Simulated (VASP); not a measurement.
Input of a VASP 6.6.1 run:

The input INCAR:

```
SYSTEM = ZnS
ALGO = Normal
EDIFF = 1E-6
ENCUT = 520
GGA = PE
ISIF = 2
ISMEAR = -1
IVDW = 13
LASPH = .True.
LCHARG = .False.
LREAL = .False.
LWAVE = .False.
NBANDS = 66
NELM = 80
PREC = Accurate
SIGMA = 0.05
```

KPOINTS

```
k-points
0
Gamma
  8 8 2
  0 0 0
```

File POSCAR:

```
ZnS
1.0
    3.8004192448      0.0000000000      0.0000000000
   -1.9002096224      3.2912596110      0.0000000000
    0.0000000000      0.0000000000     18.6552700446
Zn S
6 6
Direct
    0.3333333333      0.6666666667      0.8332777006
    0.6666666667      0.3333333333      0.3332777006
    0.6666666667      0.3333333333      0.6668573032
    0.3333333333      0.6666666667      0.1668573032
    0.0000000000      0.0000000000      0.5000421786
    0.0000000000      0.0000000000      0.0000421786
    0.3333333333      0.6666666667      0.9580921297
    0.6666666667      0.3333333333      0.4580921297
    0.6666666667      0.3333333333      0.7916341109
    0.3333333333      0.6666666667      0.2916341109
    0.0000000000      0.0000000000      0.6250965770
    0.0000000000      0.0000000000      0.1250965770
```

Potentials or basis: VASP PAW PBE potentials, release 64 (Zn, S).

Command:

```console
$ cat potpaw_PBE.64/Zn/POTCAR potpaw_PBE.64/S/POTCAR > POTCAR
$ mpirun -np 1 vasp_std > vasp.out
```

(1) Predict the dispersion energy per atom.

(2) Predict the band gap on the k mesh.

(3) Estimate the largest force.

(4) Estimate the pressure.

Results:

(1) -0.311 eV.

(2) 2.20 eV, direct.

(3) 0.003 eV/Å.

(4) 0.2 GPa.

**Measured values to compare with.**

From a printed reference work, monograph, for a bulk crystal of ZnS at 4 K: band gap 3.911 eV (direct).

A measured gap of ZnS is 3.911 eV (direct; 4 K; a printed reference work, monograph); the calculated 2.20 eV misses it by -1.71 eV. The value is that of PBE+D4 on a finite k mesh, which can miss the band edges, without temperature or zero-point motion. Semilocal functionals fall short of measured gaps as a rule.
